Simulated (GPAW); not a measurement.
Write an ASE script for GPAW 26.7.0 that does the following.

| Item | Value |
| --- | --- |
| Task | single point |
| Functional | PBE |
| Potentials or basis | GPAW PAW data sets (gpaw-data 1.2.1) |
| Cutoff | 600 eV |
| Basis | pw |
| k mesh | 8 × 8 × 8 |
| Occupations | fermi-dirac, width 0.05 eV |
| Spin | no spin polarisation |
| Maxiter | 150 |

Crystal: InP.

```xyz
2
Lattice="0.0000 2.9305 2.9305 2.9305 0.0000 2.9305 2.9305 2.9305 0.0000" Properties=species:S:1:pos:R:3 pbc="T T T"
In    0.0000    0.0000    0.0000
P     4.3957    4.3957    4.3957
```

These files were run (other wordings do the same):

run.py

```python
from ase import Atoms
from ase.dft.bandgap import bandgap
from ase.io import write
from ase.units import Bohr, GPa
from gpaw import GPAW, PW
from gpaw.elf import elf_from_dft_calculation

atoms = Atoms(['In', 'P'],
              cell=[[0.0, 2.9305, 2.9305],
                    [2.9305, 0.0, 2.9305],
                    [2.9305, 2.9305, 0.0]],
              scaled_positions=[[0.0, 0.0, 0.0],
                                [0.75, 0.75, 0.75]],
              pbc=True)

calc = GPAW(mode=PW(600),
            xc='PBE',
            kpts={'size': (8, 8, 8), 'gamma': True},
            occupations={'name': 'fermi-dirac', 'width': 0.05},
            nbands=18,
            convergence={'density': 1e-05, 'energy': 1e-05},
            maxiter=150,
            txt='gpaw.txt')
atoms.calc = calc
energy = atoms.get_potential_energy()
forces = atoms.get_forces()
stress = atoms.get_stress()
calc.write('gs.gpw')
write('result.traj', atoms)
print(f'Energy: {energy:.6f} eV')
print('Forces (eV/A):')
print(forces.round(4))
print('Stress (GPa):', (stress / GPa).round(3))
print('Fermi level:', round(calc.get_fermi_level(), 4), 'eV')
print(f'Gap: {bandgap(calc)[0]:.4f} eV, direct: {bandgap(calc, direct=True)[0]:.4f} eV')

# fields on the real-space grid
write('density.cube', atoms, data=calc.get_pseudo_density() * Bohr**3)
write('potential.cube', atoms, data=calc.get_electrostatic_potential())
write('elf.cube', atoms, data=elf_from_dft_calculation(calc).data)
```

Potentials or basis: GPAW PAW data sets (gpaw-data 1.2.1), pw.

Run with:

```bash
$ OMP_NUM_THREADS=1 python run.py
```

It gave:

```yaml
Pressure: 3.0 GPa
Band_gap_on_the_k_mesh: 0.71 eV, direct
```

Caveat: spin-orbit coupling is left out, which moves the levels of the heavy elements.

Wall time 18 s on 1 thread of Arm Neoverse V1 (shared host), peak memory 0.16 GiB.
